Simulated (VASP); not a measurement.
Write the native input for VASP 6.6.1 that does the following.

| Quantity | Value |
| --- | --- |
| Task | single point |
| Functional | PBE |
| Potentials or basis | VASP PAW PBE potentials, release 64 (Li_sv, Cl) |
| Cutoff | 520 eV |
| k mesh | 6 × 6 × 6 |
| Occupations | gaussian, width 0.02 eV |
| Spin | no spin polarisation |
| Dipole correction | no |
| Further INCAR settings | ALGO = Fast; EDIFF = 1e-06; NBANDS = 18 |

The structure of LiCl lies in POSCAR:

```
LiCl
1.0
    2.0205536099      1.1665671706      7.1220712216
   -2.0205536099      1.1665671706      7.1220712216
    0.0000000000     -2.3331343412      7.1220712216
Li Cl
2 2
Direct
    0.8832005636      0.8832005636      0.8832005636
    0.1167994364      0.1167994364      0.1167994364
    0.2329510365      0.2329510365      0.2329510365
    0.7670489635      0.7670489635      0.7670489635
```

The cell was built by a generator and needn't be a form met in nature.

The input as run:

INCAR

```
SYSTEM = LiCl
  PREC = Accurate
  ENCUT = 520
  EDIFF = 1E-6
  ISMEAR = 0
  SIGMA = 0.02
  LREAL = .False.
  LASPH = .True.
  NELM = 60
  ALGO = Fast
  ISIF = 2
  LWAVE = .False.
  LCHARG = .True.
  GGA = PE
  LELF = .True.
  LVHAR = .True.
  NBANDS = 18
```

KPOINTS

```
Automatic mesh
0
Gamma
  6 6 6
  0 0 0
```

Potentials or basis: VASP PAW PBE potentials, release 64 (Li_sv, Cl).

Command:

```bash
$ cat potpaw_PBE.64/Li_sv/POTCAR potpaw_PBE.64/Cl/POTCAR > POTCAR
$ mpirun -np 1 vasp_std > vasp.out
```

It gave:

The band gap on the k mesh is 5.76 eV, indirect (least direct gap 5.78 eV).

Wall time 5.9 min on 1 thread of AMD EPYC 7R43 64-Core Processor (Zen 3), with other jobs on the host, peak memory 0.35 GiB.
